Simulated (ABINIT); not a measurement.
BaZrO3:

```
Ba Zr O
1.0
     4.19134    0.00000    0.00000
     0.00000    4.19134    0.00000
     0.00000    0.00000    4.19134
Ba Zr O
1 1 3
Direct
  0.00000 0.00000 0.00000
  0.50000 0.50000 0.50000
  0.50000 0.50000 0.00000
  0.50000 0.00000 0.50000
  0.00000 0.50000 0.50000
```

Base run:

* Program: ABINIT 10.8.3 (patched build)
* Functional: r2SCAN
* Potentials or basis: JTH PAW PBE v2.0
* Cutoff: 762 eV
* k mesh: 4 × 4 × 4
* Occupations: fermi-dirac, width 0.05 eV
* Spin: no spin polarisation

Its results: band gap on the k mesh 3.71 eV, indirect (least direct gap 3.95 eV); pressure 1.7 GPa.

Task: The run is repeated on the same cell with these changes: k mesh from 4 × 4 × 4 to 5 × 5 × 5. What comes out?

Result: Band gap on the k mesh 3.82 eV, indirect (least direct gap 3.95 eV); pressure 1.7 GPa.

Caveats: this set's barium file shifts pressures by 1.5 GPa and gaps by 0.1 eV against other sets; the PAW data sets were made with another functional, which shifts forces and pressure a little; spin-orbit coupling is left out, which moves the levels of the heavy elements; an odd mesh through Γ misses points on the zone boundary, where band edges often lie (some runs).
